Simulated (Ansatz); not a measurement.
## Li2O: what a change of element does

Level of theory: DFT, PBE, scalar-relativistic, spin polarisation where moments were expected; plane waves to 420 eV with PAW datasets (Ansatz 0.2.0), Gaussian smearing of 0.05 eV.

Li2O was relaxed to zero pressure in the COD cell structure.

Symmetry: Fm-3m, No. 225, cubic system. Conventional cell: a = 4.626 Å, b = 4.626 Å, c = 4.626 Å, α = 90.00°, β = 90.00°, γ = 90.00°. Li (site symmetry -43m) is surrounded by 4 O at 2.00 Å. O (site symmetry m-3m) has 8 Li at 2.00 Å as nearest neighbours. Neighbours are those within 15 % of a site's shortest distance, so a longer bond may be listed from one end only.

Results for Li2O: a (Å) 4.626, V (Å³/atom) 8.25, shortest unlike bond (Å) 2.00, gap (eV) 4.98, B0 (GPa) 79, E_f (eV/atom) -1.84.

Problem. All O is replaced by Se and the cell relaxed again in the same space group. What comes out?

Solution. Li2Se: a (Å) 6.006, V (Å³/atom) 18.06, shortest unlike bond (Å) 2.60, gap (eV) 2.98, B0 (GPa) 34, E_f (eV/atom) -1.27.

The volume changes by +118.9 %, or +29.8 % in mean length, and the shortest unlike bond by 0.60 Å. The bulk modulus goes from 79.3 to 33.7 GPa. The formation energy moves by 0.57 eV/atom, so Li2O is the more strongly bound against its own elements. For O, Se the 1 valence electrons of Li just fill the anion's shell; these members are gapped.

Gaps are (generalised) Kohn–Sham gaps. E_f is the formation energy from the elements run alike, at 0 K, without zero-point energy or any correction for the binding of gas molecules or dispersion between the molecules, chains or layers of the solid elements; it is good to about 0.01 eV/atom as a calculation.

All runs used the PAW datasets of the set soft_2.
